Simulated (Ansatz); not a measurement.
**AuCu and the effect of the choice of potentials or basis**

```
CELL_PARAMETERS angstrom
1.44306 0.83315 4.25617
-1.44306 0.83315 4.25617
0.00000 -1.66630 4.25617
ATOMIC_POSITIONS crystal
Au 0.00000 0.00000 0.00000
Cu 0.50000 0.50000 0.50000
```

The cell comes from a database or a generator and needn't be the stable form of this composition.

Kept alike: task equation of state; functional PBEsol; k mesh 11 × 11 × 11; occupations fermi-dirac, width 0.05 eV; no spin polarisation. Program: Ansatz. Cutoffs run from 420 to 1350 eV. The mesh is that of the run's cell of 2 atoms. No spin-orbit coupling.

| choice of potentials or basis | volume (Å³/atom) | bulk modulus (GPa) |
| --- | --- | --- |
| Ansatz PAW | 14.503 | 166.6 |
| Ansatz PAW (files of its older set among them) | 14.507 | 166.5 |
| JTH PAW | 14.540 | 167.4 |

For a metal such a mesh leaves the last digits unconverged. Volume and modulus come from cells scaled at fixed shape and fractions; off cubic symmetry such a modulus can lie above the relaxed one.

Task: What does the choice of potentials or basis change here?

Result: The volume runs from 14.503 (Ansatz PAW) to 14.540 Å³/atom (JTH PAW). The bulk modulus runs from 166.5 (Ansatz PAW (files of its older set among them)) to 167.4 GPa (JTH PAW).

The choice of potentials barely matters for AuCu here: volume and bulk modulus agree closely across all three rows. The two Ansatz rows nearly coincide, but they are probably related in construction, so the JTH row is the more independent test. It gives both the largest volume, 14.540 Å³/atom, and the highest modulus, 167.4 GPa. A mere shift along a common equation of state would soften the expanded lattice, so the small difference probably also involves the curvature of the energy, perhaps through the core–valence partition or the projectors.

Close agreement is expected, since the equilibrium volume reflects a balance between sp–d bonding and the repulsion of nearly filled d shells, which sound potentials should reproduce alike under one functional. It speaks for consistency between the potentials, not for the accuracy of PBEsol. The cell stacks pure Au and Cu close-packed layers along its threefold axis, whereas the familiar ordered AuCu is tetragonal with layers alternating along a cube axis, so these values are no direct benchmark for that phase.
